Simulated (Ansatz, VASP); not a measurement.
SiC: VASP beside Ansatz

INCAR

```
SYSTEM = SiC
ALGO     = Normal         ! electronic algorithm
EDIFF    = 1E-6           ! SCF threshold, eV
ENCUT    = 520            ! plane-wave cutoff, eV
GGA      = PE             ! functional
ISIF     = 2              ! what is computed and relaxed
ISMEAR   = -1             ! smearing method
LASPH    = .TRUE.         ! aspherical terms in the spheres
LCHARG   = .FALSE.        ! write CHGCAR
LREAL    = .FALSE.        ! projectors in reciprocal space
LWAVE    = .FALSE.        ! write WAVECAR
NBANDS   = 16             ! bands
NELM     = 80             ! most SCF steps
PREC     = Accurate       ! precision mode
SIGMA    = 0.02           ! smearing width, eV
```

Contents of KPOINTS:

```
k-points
0
G
  12 12 6
  0 0 0
```

POSCAR

```
SiC
1.0
    3.0753562392      0.0000000000      0.0000000000
   -1.5376781196      2.6633366288      0.0000000000
    0.0000000000      0.0000000000      4.9976270101
Si C
2 2
Direct
    0.3333333333      0.6666666667     -0.0009146521
    0.6666666667      0.3333333333      0.4990853479
    0.3333333333      0.6666666667      0.3759146521
    0.6666666667      0.3333333333      0.8759146521
```

Input for Ansatz:

```yaml
crystal:
  lattice:
    - [3.0753562392, 0.0, 0.0]
    - [-1.5376781196, 2.6633366288, 0.0]
    - [0.0, 0.0, 4.9976270101]
  atoms:
    - { symbol: Si, position: [0.3333333333, 0.6666666667, -0.0009146521] }
    - { symbol: Si, position: [0.6666666667, 0.3333333333, 0.4990853479] }
    - { symbol: C, position: [0.3333333333, 0.6666666667, 0.3759146521] }
    - { symbol: C, position: [0.6666666667, 0.3333333333, 0.8759146521] }
kpoints:
  mp_grid: { grid: [12, 12, 6] }
  band_path:
    path:
      - [0.0, 0.0, 0.0]
      - [0.5, 0.0, 0.0]
      - [0.3333333333, 0.3333333333, 0.0]
      - [0.0, 0.0, 0.5]
      - [0.5, 0.0, 0.5]
      - [0.3333333333, 0.3333333333, 0.5]
    npoints: 1
hamiltonian:
  xc: pbe
scf:
  occupations: { method: fermi_dirac, width: 0.02 }
  n_extra_bands: 5
output:
  forces: true
  stress: true
  eigenvalues: true
  write_density: true
  write_potential: true
  elf: true
  volumetric_format: npy
```

Change from the starting cell: uniaxial_z strain -1.0%.

Alike in both runs: task single point; functional PBE; k mesh 12 × 12 × 6; occupations fermi-dirac, width 0.02 eV; no spin polarisation.

```csv
,VASP,Ansatz
version,VASP 6.6.1,Ansatz 0.2.0
potentials or method,"VASP PAW PBE potentials, release 64 (Si, C)","plane waves, PAW"
plane-wave cutoff (eV),520,420
valence electrons in the cell,16,16
```

VASP gave:

```
gap on the k mesh at the Fermi level (eV)       : 2.33
pressure (GPa)                                  : 5.8
largest component of the traceless stress (GPa) : 3.29
rms of the force components (eV/Å)              : 0.006
```

Q: Estimate Ansatz's values.

A: gap on the k mesh at the Fermi level (eV): 2.33; pressure (GPa): 5.8; largest component of the traceless stress (GPa): 3.26; rms of the force components (eV/Å): 0.006.

Atom by atom the forces differ by 0.000 eV/Å (rms over components).

A k mesh can miss the band edges.
